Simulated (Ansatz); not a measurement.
# Ionic part of the dielectric constant of SiO₂, mode by mode

Theory: Ansatz, DFT PBE, scalar-relativistic, plane waves, PAW. Cutoff 420 eV, 10×10×10 k-points (Γ-centred), fixed occupations. No spin polarisation. Phonons by linear response, acoustic sum rule imposed.

Space group I4_1/amd (No. 141), tetragonal, a = 3.527 Å, c = 8.519 Å. Around Si lie 6 O at 1.77–1.80 Å; O is surrounded by 3 Si at 1.77–1.80 Å.

The cell was found from a structure generator's guess, not taken from experiment.

The primitive cell has V = 52.99 Å³ and ε∞,xx = 3.252. Each polar mode adds Δε = (4.92064×10⁷/V)·S/ν² along x, with S its oscillator strength in e²/amu, ν in cm⁻¹ and V in Å³.

Question: From these modes, find each Δε and ε0,xx.
```
ν (cm⁻¹)  S_xx (e²/amu)
  452.07          1.115
  622.92          1.063
```

Answer:
```tsv
ν (cm⁻¹)	Δε
452.07	5.07
622.92	2.54
```

The sum is 7.61, so ε0,xx = 10.86; the run's tensor has 10.86.

Question: Where do the longitudinal modes lie for a wave vector along x?

Answer: At 533.88, 963.96 cm⁻¹. The Lyddane–Sachs–Teller product Π(ν_LO/ν_TO)² = 3.34 agrees with ε0/ε∞ = 3.34.
